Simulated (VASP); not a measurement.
# Sb (R-3m) in VASP: settings compared

Aim: see how the results for Sb move with the level of theory and the settings. Levels: PBEsol, LDA. Tasks: electric field gradients.

Everything below comes from runs of VASP 6.6.1. Logs are shortened: lines on timing, memory, paths and dates and some standing lists are left out, and cuts for length are marked.

## 1. The structure

The structure is trigonal, space group R-3m (No. 166). The conventional cell has a = 4.308 Å, b = 4.308 Å, c = 11.274 Å, α = 90.00°, β = 90.00°, γ = 120.00°. Around Sb (site symmetry 3m) lie 3 Sb at 2.91 Å.

## 2. Electric field gradients, PBEsol

Input file INCAR:

```
SYSTEM = Sb
PREC = Accurate
ENCUT = 520
EDIFF = 1E-7
ISMEAR = -1
SIGMA = 0.05
LREAL = .False.
LASPH = .True.
NELM = 100
ALGO = Normal
ISIF = 2
LWAVE = .False.
LCHARG = .False.
GGA = PS
LEFG = .True.
```

Input file KPOINTS:

```
Automatic mesh
0
Gamma
  9 9 9
  0 0 0
```

Input file POSCAR:

```
Sb
1.0
    2.1542000000      1.2437279499      3.7580000000
   -2.1542000000      1.2437279499      3.7580000000
    0.0000000000     -2.4874558998      3.7580000000
Sb
2
Direct
    0.2334900000      0.2334900000      0.2334900000
    0.7665100000      0.7665100000      0.7665100000
```

Potentials or basis: VASP PAW PBE potentials, release 64 (Sb).

On the command line:

```
> cat potpaw_PBE.64/Sb/POTCAR > POTCAR
> mpirun -np 1 vasp_std > vasp.out
```

OUTCAR:

```text
SYSTEM = Sb
   PREC = Accurate
   ENCUT = 520
   EDIFF = 1E-7
   ISMEAR = -1
   LREAL = .False.
   LASPH = .True.
   NELM = 100
   ISIF = 2
   GGA = PS

 ion  position               nearest neighbor table
   1  0.233  0.233  0.233-   2 2.91   2 2.91   2 2.91   2 3.35   2 3.35   2 3.35
   2  0.767  0.767  0.767-   1 2.91   1 2.91   1 2.91   1 3.35   1 3.35   1 3.35

  LATTYP: Found a trigonal (rhomboedric) cell.
 ALAT       =     4.5066618304
 COS(alpha) =     0.5430253624

  Lattice vectors:

 A1 = (   2.1542000000,   1.2437279499,   3.7580000000)
 A2 = (  -2.1542000000,   1.2437279499,   3.7580000000)
 A3 = (   0.0000000000,  -2.4874558998,   3.7580000000)

Analysis of symmetry for initial positions (statically):
=====================================================================
 Subroutine PRICEL returns:
 Original cell was already a primitive cell.

 Routine SETGRP: Setting up the symmetry group for a
 trigonal (rhombohedral) supercell.

 Subroutine GETGRP returns: Found 12 space group operations
 (whereof 12 operations were pure point group operations)
 out of a pool of 12 trial point group operations.

The static configuration has the point symmetry D_3d.

Analysis of symmetry for dynamics (positions and initial velocities):
=====================================================================
 Subroutine PRICEL returns:
 Original cell was already a primitive cell.

 Routine SETGRP: Setting up the symmetry group for a
 trigonal (rhombohedral) supercell.

 Subroutine GETGRP returns: Found 12 space group operations
 (whereof 12 operations were pure point group operations)
 out of a pool of 12 trial point group operations.

The dynamic configuration has the point symmetry D_3d.

 Subroutine INISYM returns: Found 12 space group operations
 (whereof 12 operations are pure point group operations),
 and found     1 'primitive' translations

----------------------------------------------------------------------------------------

                                     Primitive cell

  volume of cell :      60.4115

  direct lattice vectors                    reciprocal lattice vectors
     2.154200000  1.243727950  3.758000000     0.232104726  0.134005726  0.088699663
    -2.154200000  1.243727950  3.758000000    -0.232104726  0.134005726  0.088699663
     0.000000000 -2.487455900  3.758000000     0.000000000 -0.268011452  0.088699663

  length of vectors
     4.506661830  4.506661830  4.506661830     0.282307932  0.282307932  0.282307932

  position of ions in fractional coordinates (direct lattice)
     0.233490000  0.233490000  0.233490000
     0.766510000  0.766510000  0.766510000

  ion indices of the primitive-cell ions
   primitive index   ion index
                 1           1
                 2           2

----------------------------------------------------------------------------------------

 KPOINTS: Automatic mesh

Automatic generation of k-mesh.
 Grid dimensions read from file:
 generate k-points for:    9    9    9

 Generating k-lattice:

  Cartesian coordinates                     Fractional coordinates (reciprocal lattice)
     0.025789414  0.014889525  0.009855518     0.111111111  0.000000000  0.000000000
    -0.025789414  0.014889525  0.009855518     0.000000000  0.111111111  0.000000000
     0.000000000 -0.029779050  0.009855518     0.000000000  0.000000000  0.111111111

  Length of vectors
     0.031367548  0.031367548  0.031367548

  Shift w.r.t. Gamma in fractional coordinates (k-lattice)
     0.000000000  0.000000000  0.000000000

 Subroutine IBZKPT returns following result:
 ===========================================

 Found     85 irreducible k-points:

 Following reciprocal coordinates:
            Coordinates               Weight
  0.000000  0.000000  0.000000      1.000000
  0.111111  0.000000 -0.000000      6.000000
  0.222222 -0.000000 -0.000000      6.000000
  0.333333 -0.000000  0.000000      6.000000
  0.444444 -0.000000 -0.000000      6.000000
  0.111111  0.111111 -0.000000      6.000000
[... 16 lines left out ...]
 -0.333333  0.333333  0.000000      6.000000
  0.444444  0.444444 -0.000000      6.000000
 [... further k-points ...]
   k-points           NKPTS =     85   k-points in BZ     NKDIM =     85   number of bands    NBANDS=      9
   number of dos      NEDOS =    301   number of ions     NIONS =      2
   total plane-waves  NPLWV =  46656
   dimension x,y,z NGX =    36 NGY =   36 NGZ =   36
   dimension x,y,z NGXF=    72 NGYF=   72 NGZF=   72
   ions per type =               2
   NGX,Y,Z   is equivalent  to a cutoff of  13.28, 13.28, 13.28 a.u.
   NGXF,Y,Z  is equivalent  to a cutoff of  26.56, 26.56, 26.56 a.u.
 SYSTEM =  Sb
   PREC   = accura    normal or accurate (medium, high low for compatibility)
   ISTART =      0    job   : 0-new  1-cont  2-samecut
   ICHARG =      2    charge: 1-file 2-atom 10-const
   ISPIN  =      1    spin polarized calculation?
   LNONCOLLINEAR =      F non collinear calculations
   LSORBIT =      F    spin-orbit coupling
   LASPH  =      T    aspherical Exc in radial PAW
   ENCUT  =  520.0 eV  38.22 Ry    6.18 a.u.   8.38  8.38  8.38*2*pi/ulx,y,z
   NELM   =    100;   NELMIN=  2; NELMDL= -5     # of ELM steps
   EDIFF  = 0.1E-06   stopping-criterion for ELM
   LREAL  =      F    real-space projection
   EDIFFG = 0.1E-05   stopping-criterion for IOM
   NSW    =      0    number of steps for IOM
   IBRION =     -1    ionic relax: 0-MD 1-quasi-New 2-CG
   NFREE  =      0    steps in history (QN), initial steepest desc. (CG)
   ISIF   =      2    stress and relaxation
   ISYM   =      2    0-nonsym 1-usesym 2-fastsym
   POTIM  = 0.5000    time-step for ionic-motion
   TEBEG  =    0.0;   TEEND  =   0.0 temperature during run
   PSTRESS=    0.0 pullay stress
   NELECT =      10.0000    total number of electrons
   NUPDOWN=      -1.0000    fix difference up-down
   EMIN   =  10.00;   EMAX   =-10.00  energy-range for DOS
   EFERMI =   0.00;   METHOD = LEGACY
   ISMEAR =    -1;   SIGMA  =   0.05  broadening in eV -4-tet -1-fermi 0-gaus
   EFERMI_NEDOS =   21; number of points for ismear=-14 and -15
   IALGO  =     38    algorithm
   IMIX   =      4    mixing-type and parameters
     AMIX     =   0.40;   BMIX     =  1.00
     AMIX_MAG =   1.60;   BMIX_MAG =  1.00
  volume/ion in A,a.u.               =      30.21       203.84
  Fermi-wavevector in a.u.,A,eV,Ry     =   0.898880  1.698637 10.993305  0.807985
  Thomas-Fermi vector in A             =   2.021644
   LORBIT       =      0    0 simple, 1 ext, 2 COOP (PROOUT), +10 PAW based schemes
   GGA     = PS    functional components
   LHFCALC =     F    Hartree Fock is set to
   AEXX    =    0.0000 exact exchange contribution
   IVDW    =     0    specifies the selected vdW correction
   LEPSILON=     F    determine dielectric tensor
   LRPA    =     F    only Hartree local field effects (RPA)
 non-spin polarized calculation
  energy-cutoff  :      520.00
  volume of cell :       60.41
 maximum number of plane-waves:      1643
 NGX is ok and might be reduce to    36
   NGX = 17   NGY = 17   NGZ = 17

 number of electron      10.0000000 magnetization

 Free energy of the ion-electron system (eV)
  ---------------------------------------------------
  ext. energy  EPLUGINS =         0.00000000
  ---------------------------------------------------
  free energy    TOTEN  =        -9.11717339 eV

  energy without entropy =       -9.11549745  energy(sigma->0) =       -9.11633542

 E-fermi :   7.1161     XC(G=0):  -9.6641

 val. band max:        7.0615547119   @ k =   0.3333   0.2222   0.2222
 cond. band min:       7.1389038507   @ k =   0.4444  -0.0000  -0.0000
 fundamental gap:      0.0773491388
 Fermi energy:         7.1160774340

 k-point     1 :       0.0000    0.0000    0.0000
  band No.  band energies     occupation
      1      -5.6026      2.00000
      2       2.3272      2.00000
      3       5.0785      2.00000
      4       5.3454      2.00000
      5       5.3454      2.00000
      6       9.1859      0.00000
      7       9.8262      0.00000
      8       9.8262      0.00000
      9      12.2007      0.00000
[... 265 lines left out ...]
 k-point    24 :       0.4444    0.4444   -0.0000
  band No.  band energies     occupation
      1      -3.3811      2.00000
      2      -0.7724      2.00000
      3       1.8549      2.00000
      4       3.4405      2.00000
      5       3.5112      2.00000
      6       8.6363      0.00000
      7      11.9889      0.00000
      8      12.5521      0.00000
      9      13.6004      0.00000

 [... further k-points ...]

------------------------ aborting loop because EDIFF is reached ----------------------------------------

  FORCE on cell =-STRESS in cart. coord.  units (eV):
  Direction    XX          YY          ZZ          XY          YZ          ZX
  --------------------------------------------------------------------------------------
  -------------------------------------------------------------------------------------
  Total        0.1644930      0.1644930     -0.0470119      0.0000000     -0.0000000      0.0000000
  in kB        4.3625315      4.3625315     -1.2468070      0.0000000     -0.0000000      0.0000000
  external PRESSURE =       2.4927520 kB  Pullay stress =       0.0000000 kB

 VOLUME and BASIS-vectors are now :
 -----------------------------------------------------------------------------
  energy-cutoff  :      520.00
  volume of cell :       60.41
      direct lattice vectors                 reciprocal lattice vectors
     2.154200000  1.243727950  3.758000000     0.232104726  0.134005726  0.088699663
    -2.154200000  1.243727950  3.758000000    -0.232104726  0.134005726  0.088699663
     0.000000000 -2.487455900  3.758000000     0.000000000 -0.268011452  0.088699663

 POSITION                                       TOTAL-FORCE (eV/Angst)
 -----------------------------------------------------------------------------------
      0.00000      0.00000      2.63237         0.000000      0.000000      0.177173
      0.00000      0.00000      8.64163         0.000000      0.000000     -0.177173
 -----------------------------------------------------------------------------------
    total drift:                                0.000000     -0.000000     -0.000000

  FREE ENERGIE OF THE ION-ELECTRON SYSTEM (eV)
  ---------------------------------------------------
  free  energy   TOTEN  =        -9.1171733916 eV

  energy  without entropy=       -9.1154974452  energy(sigma->0) =       -9.11633542

 Electric field gradients (V/A^2)
---------------------------------------------------------------------
 ion       V_xx      V_yy      V_zz      V_xy      V_xz      V_yz
---------------------------------------------------------------------
   1      21.548    21.548   -43.096     0.000     0.000    -0.000
   2      21.548    21.548   -43.096     0.000     0.000    -0.000
---------------------------------------------------------------------

 Electric field gradients after diagonalization (V/A^2)
 (convention: |V_zz| > |V_xx| > |V_yy|)
----------------------------------------------------------------------
 ion       V_xx      V_yy      V_zz     asymmetry (V_yy - V_xx)/ V_zz
----------------------------------------------------------------------
   1      21.548    21.548   -43.096       0.000
   2      21.548    21.548   -43.096       0.000
----------------------------------------------------------------------

           NMR quadrupolar parameters

 Cq : quadrupolar parameter    Cq=e*Q*V_zz/h
 eta: asymmetry parameters     (V_yy - V_xx)/ V_zz
 Q  : nuclear electric quadrupole moment in mb (millibarn)
----------------------------------------------------------------------
 ion       Cq(MHz)       eta       Q (mb)
----------------------------------------------------------------------
   1      -0.104       0.000       1.000
   2      -0.104       0.000       1.000
----------------------------------------------------------------------
```

Run time: 48 s. Hardware: 1 thread of AMD EPYC 7R13 (Zen 3), shared host; peak memory 0.19 GiB.

Results:

* Free energy: -9.1172 eV
* Pressure: 0.2 GPa
* Largest force: 0.177 eV/Å
* Band gap on the k mesh: 0.08 eV, indirect (least direct gap 0.49 eV)

Forces in eV/Å, atoms in the order of the input:
```
Sb   0.000  0.000  0.177
Sb   0.000  0.000 -0.177
```

Levels at points of the mesh, in eV from the valence-band top:
| k point | band 1 | band 2 | band 3 | band 4 | band 5 | band 6 | band 7 | band 8 | band 9 |
| --- | --- | --- | --- | --- | --- | --- | --- | --- | --- |
| (0.00, 0.00, 0.00) | -12.66 | -4.73 | -1.98 | -1.72 | -1.72 | 2.12 | 2.76 | 2.76 | 5.14 |

Electric field gradients, principal values (V/Å²):
```csv
atom,Vxx,Vyy,Vzz
1 Sb,21.548,21.548,-43.096
2 Sb,21.548,21.548,-43.096
```

Caveat: the PAW data sets were made with another functional, which shifts forces and pressure a little; spin-orbit coupling is left out, which moves the levels of the heavy elements; an odd mesh through Γ misses points on the zone boundary, where band edges often lie. PBEsol gaps usually lie below the measured ones, often by a third to a half.

(Part 1 of 3 ends here.)
